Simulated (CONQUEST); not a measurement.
# GaP under changes of volume

One of the cells (20.240 Å³/atom); the others are scaled copies at fixed shape and fractional positions:

```xyz
4
Lattice="3.8541 0.0000 0.0000 0.0000 3.8541 0.0000 0.0000 0.0000 5.4505" Properties=species:S:1:pos:R:3 pbc="T T T"
Ga    0.0000    0.0000    0.0000
Ga    1.9270    1.9270    2.7252
P     0.0000    1.9270    1.3626
P     1.9270    0.0000    4.0879
```

- Program: CONQUEST 1.3
- Functional: LDA
- Potentials or basis: PseudoDojo NC LDA, DZP, grid of 36 × 36 × 60 points
- k mesh: 7 × 7 × 5
- Occupations: fermi-dirac, width 0.05 eV
- Spin: no spin polarisation

| volume (Å³/atom) | energy over the lowest point (meV/atom) | pressure (GPa) | gap on the mesh (eV) |
| --- | --- | --- | --- |
| 19.026 | 8.24 | 3.7 | 1.29 |
| 19.431 | 1.65 | 1.6 | 1.33 |
| 19.836 | 0.00 | -0.3 | 1.37 |
| 20.240 | 2.68 | -1.9 | 1.40 |
| 20.645 | 9.70 | -3.6 | 1.43 |
| 21.050 | ? | ? | ? |
| 21.455 | 34.67 | -6.1 | 1.18 |

Task: What does the run at 21.050 Å³/atom give?

Result: Energy over the lowest point 20.68 meV/atom; pressure -4.9 GPa; gap on the mesh 1.35 eV.

Worked out: A Birch-Murnaghan fit of order 3 (a polynomial in V^(-2/3)) to the other rows has its minimum at 19.78 Å³/atom with B0 = V·E''(V) = 88 GPa and B' = 3.0. It gives 20.41 meV/atom at 21.050 Å³/atom, against the run's 20.68, and -dE/dV = -5.0 GPa, against -4.9. The gap follows no smooth curve through the other rows.

Energies are extrapolated to zero smearing.

Caveats: an odd mesh through Γ misses points on the zone boundary, where band edges often lie; the basis of atomic orbitals isn't converged, which shifts pressures, moduli and gaps; the real-space grid breaks the cell's symmetry a little (some runs). Spin-orbit coupling on Ga is left out.
